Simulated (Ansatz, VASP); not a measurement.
## One calculation of BaTiO3, two programs

```xyz
5
Lattice="3.7703 0.0000 0.0000 0.0000 3.7703 0.0000 0.0000 0.0000 3.7703" Properties=species:S:1:pos:R:3 pbc="T T T"
Ba    1.8852    1.8852    2.1566
Ti    0.0000    0.0000    0.2715
O     0.0000    1.8852    0.2715
O     1.8852    0.0000    0.2715
O     0.0000    0.0000    2.1566
```

Alike in both runs: functional PBE; k mesh 8 × 8 × 8; occupations gaussian, width 0.02 eV; no spin polarisation; Hubbard terms Ti d U = 4.0 eV.

Ansatz relaxed the structure, and its values are those at the end. VASP's run is a single point on that final structure, the one shown.

|  | VASP | Ansatz |
| --- | --- | --- |
| version | VASP 6.6.1 | Ansatz 0.2.0 |
| potentials or method | VASP PAW PBE potentials, release 64 (Ba_sv, Ti_sv, O) | scalar-relativistic, plane waves, PAW |
| plane-wave cutoff (eV) | 520 | 420 |
| valence electrons in the cell | 40 | 40 |

```tsv
	VASP	Ansatz	Ansatz less VASP
gap on the k mesh at the Fermi level (eV)	2.56	2.59	+0.030
least direct gap on the mesh (eV)	2.56	2.59	+0.030
```

The programs project onto different local orbitals, so the same U acts differently.

Caveats: spin-orbit coupling is left out, which moves the levels of the heavy elements. A k mesh can miss the band edges.
